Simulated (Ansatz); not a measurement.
Crystal: BeTe.

```xyz
2
Lattice="0.0000 2.7700 2.7700 2.7700 0.0000 2.7700 2.7700 2.7700 0.0000" Properties=species:S:1:pos:R:3 pbc="T T T"
Te    4.1550    4.1550    4.1550
Be    0.0000    0.0000    0.0000
```

Program: Ansatz 0.2.0. Alike in all runs: cell as given. Hardware: 1 thread of Intel(R) Xeon(R) Processor @ 2.50GHz (Skylake/Cascade Lake) (shared host).

Task: Order these runs on this cell by their wall time, lowest first.
A. task band structure; level LDA; potentials or basis all-electron LAPW, relativistic spinors; spin SOC, no magnetisation; k mesh 6 × 6 × 6; cutoff (eV) 228; smearing fermi-dirac 0.05 eV; basis error allowed 0.001 eV/atom
B. task single point; level PBE; potentials or basis all-electron LAPW, scalar-relativistic; spin off; k mesh 8 × 8 × 8; cutoff (eV) 227; smearing gaussian 0.015 eV; basis error allowed 0.001 eV/atom
C. task single point; level PBE; potentials or basis all-electron LAPW, scalar-relativistic; spin off; k mesh 5 × 5 × 5; cutoff (eV) 205; smearing fermi-dirac 0.04 eV; basis error allowed 0.002 eV/atom

Result: C (5.3 s), B (13 s), A (53 s).
